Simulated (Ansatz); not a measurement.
Structure optimisation: tellurium, bcc

Level of theory: DFT, RPBE, plane waves (420 eV) with PAW, scalar-relativistic (Ansatz 0.2.0). (PAW data from PBE, frozen cores regenerated.)

k-point mesh 11×11×11, Fermi-Dirac smearing 0.1 eV, no spin polarisation. Cell and atoms relax.

Starting structure:

```
Te
1.0
    -1.93180    1.93180    1.93180
     1.93180   -1.93180    1.93180
     1.93180    1.93180   -1.93180
Te
1
Direct
  0.00000 0.00000 0.00000
```

Q: What cell does the relaxation end in?

A: Im-3m with a = 3.882 Å; 29.26 Å³ per atom against 28.84 at the start (1.5 %).

Q: How much energy does the relaxation gain?

A: 0.9 meV per atom.
